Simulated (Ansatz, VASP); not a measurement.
This is a calculation of Au for VASP 6.6.1.

The input INCAR:

```
  PREC = Accurate
  ENCUT = 520
  EDIFF = 1E-6
  ISMEAR = -1
  SIGMA = 0.05
  LREAL = False
  LASPH = True
  NELM = 60
  ALGO = Normal
  ISIF = 2
  LWAVE = False
  LCHARG = False
  GGA = CA
  NBANDS = 18
```

KPOINTS

```
Automatic mesh
0
Gamma
  11 11 6
```

POSCAR

```
Au
1.0
    1.4113099650     -2.5559330250      0.0000000000
    1.4113099650      2.5559330250      0.0000000000
    0.0000000000      0.0000000000      4.8931696100
Au
2
Direct
    0.3346720300      0.6653279700      0.2500000000
    0.6653279700      0.3346720300      0.7500000000
```

Potentials or basis: VASP PAW LDA potentials, release 64 (Au).

Run with:

```sh
$ cat potpaw_LDA.64/Au/POTCAR > POTCAR
$ mpirun -np 1 vasp_std > vasp.out
```

Problem. Set up the same calculation for Ansatz 0.2.0. Potentials there: all-electron LAPW, scalar-relativistic.

Solution. As run (the cutoff follows the program's own potentials):

File input.yaml:

```yaml
crystal:
  lattice:
    - [1.411309965, -2.555933025, 0.0]
    - [1.411309965, 2.555933025, 0.0]
    - [0.0, 0.0, 4.89316961]
  atoms:
    - { symbol: Au, position: [0.33467203, 0.66532797, 0.25] }
    - { symbol: Au, position: [0.66532797, 0.33467203, 0.75] }
kpoints:
  mp_grid: { grid: [11, 11, 6] }
scf:
  occupations: { method: fermi_dirac, width: 0.05 }
hamiltonian:
  xc: lda
  pseudopotentials: { kind: all_electron, lapw: { basis_error: 0.001 } }
output:
  forces: true
  stress: true
  eigenvalues: true
```

Potentials or basis: all-electron LAPW, scalar-relativistic.

Run with:

```bash
$ ansatz run input.yaml --threads 1 --pin off --max-ram 3072MiB --backend cpu --events-out ev --progress --plain --runs-dir out
```

Both were run:

|  | VASP | Ansatz | Ansatz less VASP |
| --- | --- | --- | --- |
| gap on the k mesh at the Fermi level (eV) | none | none | - |
| pressure (GPa) | -9.3 | -9.6 | -0.39 |
| largest component of the traceless stress (GPa) | 2.33 | 2.23 | -0.100 |
| rms of the force components (eV/Å) | 0.009 | 0.008 | -0.0005 |

Atom by atom the forces differ by 0.000 eV/Å (rms over components). A gap of «none» marks a metal or a gap that the smearing closes. Ansatz ran all-electron here, so the differences hold the error of VASP's frozen core and of both bases.

Spin-orbit coupling is left out, which matters for the levels of Au.
